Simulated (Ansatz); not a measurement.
This guess for AlGa3As4 is about to be relaxed.

Space group P-4m2 (No. 115). a = 3.892 Å, b = 3.892 Å, c = 11.008 Å, α = 90.00°, β = 90.00°, γ = 90.00°
```tsv
atom	site	symmetry	x	y	z
Al	1b	-4m2	0.5000	0.5000	0.0000
Ga	2e	2mm.	0.0000	0.0000	0.7500
Ga	1c	-4m2	0.5000	0.5000	0.5000
As	2g	2mm.	0.5000	0.0000	0.1250
As	2g	2mm.	0.0000	0.5000	0.3750
```

Method: DFT PBE, scalar-relativistic, plane waves, PAW in Ansatz. Cutoff 420 eV, Gaussian smearing, Γ-centred meshes. Cell and atoms relax first on a coarse mesh and then on a converged one. In between, the cell is made exact in the group found at 0.06 Å. The steps can't lower the symmetry of their start. No spin polarisation.

A guess keeps its type if space group and coordination stay and the shape of the cell changes little (axis ratios within about 15 %, angles within 6°); the volume may change.

Problem. Will the relaxed cell still be of the starting type?

Solution. It keeps its type. The symmetry stays P-4m2 (No. 115). The volume per atom grows by 13.5 %, from 20.8 to 23.7 Å³. The shortest distance goes from 2.38 Å (Al–As and Ga–As) to 2.48 Å (Al–As). The ratio c/a of the conventional cell changes by a factor of 1.00. Counting neighbours within 15 % of an atom's shortest distance, the start has Al 4, As 4, Ga 4 and the end Al 4, As 4, Ga 4.

Energies over the elements count from the elements' standard structures at the same level, with no fitted energy shifts.

Problem. At what energy does it end?

Solution. −0.384 eV/atom. Whether it is stable depends on the other phases of the system, which aren't compared here.

The last run used a 10×10×4 mesh (in the run's order of axes) for its 8-atom cell and Gaussian smearing of 0.02 eV. The reference form of As is held partly by dispersion forces, which this level lacks. Symmetry constrained the relaxation, so the result can be a saddle point.
